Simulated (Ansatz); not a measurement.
# Relaxing manganese (alpha-Mn (A12))

All numbers below come from Ansatz, DFT, revPBE, plane waves (420 eV) with PAW, scalar-relativistic. The PAW files were generated under PBE, with cores re-solved for the functional.

k-point mesh 3×3×3, Fermi-Dirac smearing 0.05 eV, starting moments 3.00, 2.50 ×4, -0.80 ×12, -0.40 ×12 μB. Cell and atoms relax.

Starting structure:

```yaml
crystal:
  lattice:
    - [-4.4, 4.4, 4.4]
    - [4.4, -4.4, 4.4]
    - [4.4, 4.4, -4.4]
  atoms:
    - { symbol: Mn, position: [0.366, 1.0, 1.0], spin: 2.5 }
    - { symbol: Mn, position: [0.609, 0.323, 0.0], spin: -0.8 }
    - { symbol: Mn, position: [0.609, 0.0, 0.323], spin: -0.8 }
    - { symbol: Mn, position: [0.811, 0.633, 1.0], spin: -0.4 }
    - { symbol: Mn, position: [0.811, 0.0, 0.633], spin: -0.4 }
    - { symbol: Mn, position: [0.822, 0.189, 0.189], spin: -0.4 }
    - { symbol: Mn, position: [0.0, 0.366, 0.0], spin: 2.5 }
    - { symbol: Mn, position: [0.323, 0.609, 0.0], spin: -0.8 }
    - { symbol: Mn, position: [0.0, 0.609, 0.323], spin: -0.8 }
    - { symbol: Mn, position: [0.633, 0.811, 0.0], spin: -0.4 }
    - { symbol: Mn, position: [1.0, 0.811, 0.633], spin: -0.4 }
    - { symbol: Mn, position: [0.189, 0.822, 0.189], spin: -0.4 }
    - { symbol: Mn, position: [0.0, 0.0, 0.366], spin: 2.5 }
    - { symbol: Mn, position: [0.0, 0.323, 0.609], spin: -0.8 }
    - { symbol: Mn, position: [0.323, 0.0, 0.609], spin: -0.8 }
    - { symbol: Mn, position: [0.0, 0.633, 0.811], spin: -0.4 }
    - { symbol: Mn, position: [0.633, 1.0, 0.811], spin: -0.4 }
    - { symbol: Mn, position: [0.189, 0.189, 0.822], spin: -0.4 }
    - { symbol: Mn, position: [0.0, 0.0, 0.0], spin: 3.0 }
    - { symbol: Mn, position: [0.634, 0.634, 0.634], spin: 2.5 }
    - { symbol: Mn, position: [0.391, 0.391, 0.714], spin: -0.8 }
    - { symbol: Mn, position: [0.714, 0.391, 0.391], spin: -0.8 }
    - { symbol: Mn, position: [0.391, 0.714, 0.391], spin: -0.8 }
    - { symbol: Mn, position: [0.677, 0.677, 0.286], spin: -0.8 }
    - { symbol: Mn, position: [0.286, 0.677, 0.677], spin: -0.8 }
    - { symbol: Mn, position: [0.677, 0.286, 0.677], spin: -0.8 }
    - { symbol: Mn, position: [0.367, 0.367, 0.178], spin: -0.4 }
    - { symbol: Mn, position: [0.178, 0.367, 0.367], spin: -0.4 }
    - { symbol: Mn, position: [0.367, 0.178, 0.367], spin: -0.4 }
hamiltonian:
  xc: revpbe
  pseudopotentials:
    kind: paw
    azcp:
      Mn: "pseudopotentials/Mn.paw.azcp"
basis:
  ecutwfc: 420
  fft_grid_basis: typed
kpoints:
  mp_grid: { grid: [3, 3, 3], shift: [0, 0, 0] }
magnetization:
  spin_polarized: true
scf:
  occupations: { method: fermi_dirac, width: 0.05 }
relax:
  max_steps: 60
  f_tol: 0.02
  cell: {}
```

Question: What cell does the relaxation end in?

Answer: I-43m (spin ignored) with a = 8.707 Å; 11.38 Å³ per atom against 11.75 at the start (-3.1 %).

Question: How much energy does the relaxation gain?

Answer: 16.9 meV per atom.

Question: Which magnetic state does it end in?

Answer: ferrimagnetic, largest moment 3.14 μB in the atomic sphere; moments 3.14, 2.77 ×4, -0.75 ×12, 0.40 ×12 μB.
